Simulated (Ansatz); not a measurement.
BP (started from an entry of an open crystallographic database), relaxed with r2SCAN: 5 runs in the PAW code Ansatz, each a calculation of independent-particle optics. It is cubic, F-43m (No. 216); conventional cell a = 4.537 Å, 11.67 Å³ an atom. B is surrounded by 4 P at 1.96 Å; P is surrounded by 4 B at 1.96 Å. Spin-unpolarised throughout; all numbers are computed.

```
B P
1.0
     0.00000    2.26832    2.26832
     2.26832    0.00000    2.26832
     2.26832    2.26832    0.00000
B P
1 1
Direct
  0.00000 0.00000 0.00000
  0.25000 0.25000 0.25000
```

On meshes this coarse, single peaks can be features of the mesh. No local fields, no excitons; the zone sum runs over the cells of the mesh, and ε∞ includes the bands left out of the spectrum. Up to four peaks are listed, those above 15 % of the tallest and inside the complete range; the four can differ from row to row. Rows marked drawn have settings drawn at random (some not listed).

```csv
functional,k mesh,broadening (eV),scissors (eV),range (eV),settings,direct gap on the mesh before scissors (eV),ε∞ xx,ε∞ yy,ε∞ zz,complete up to (eV),tallest peaks of mean ε₂ (eV)
r2SCAN,8×8×8,0.1,0.00,0–12,chosen,3.60,8.81,8.81,8.81,12.0,6.25
PBE,8×8×8,0.1,0.94 (to HSE06),0–12,chosen,3.40,8.36,8.36,8.36,12.0,6.80
PBEsol,4×4×4,0.4,2.50,2–10,drawn,3.34,7.21,7.21,7.21,10.0,8.25
PBEsol,4×4×4,0.4,0.00,0–10,drawn,3.34,9.92,9.92,9.92,10.0,5.85
```

Task: Estimate from these rows what the further settings give.
```json
{"functional": "PBE", "k mesh": "8×8×8", "broadening (eV)": "0.1", "scissors (eV)": "0.00", "range (eV)": "0–12", "settings": "chosen"}
```

Result:

| functional | k mesh | broadening (eV) | scissors (eV) | range (eV) | settings | direct gap on the mesh before scissors (eV) | ε∞ xx | ε∞ yy | ε∞ zz | complete up to (eV) | tallest peaks of mean ε₂ (eV) |
| --- | --- | --- | --- | --- | --- | --- | --- | --- | --- | --- | --- |
| PBE | 8×8×8 | 0.1 | 0.00 | 0–12 | chosen | 3.40 | 9.49 | 9.49 | 9.49 | 12.0 | 5.85 |

The fundamental gap is indirect (1.27 eV with PBE on 8×8×8); the table holds the direct one.
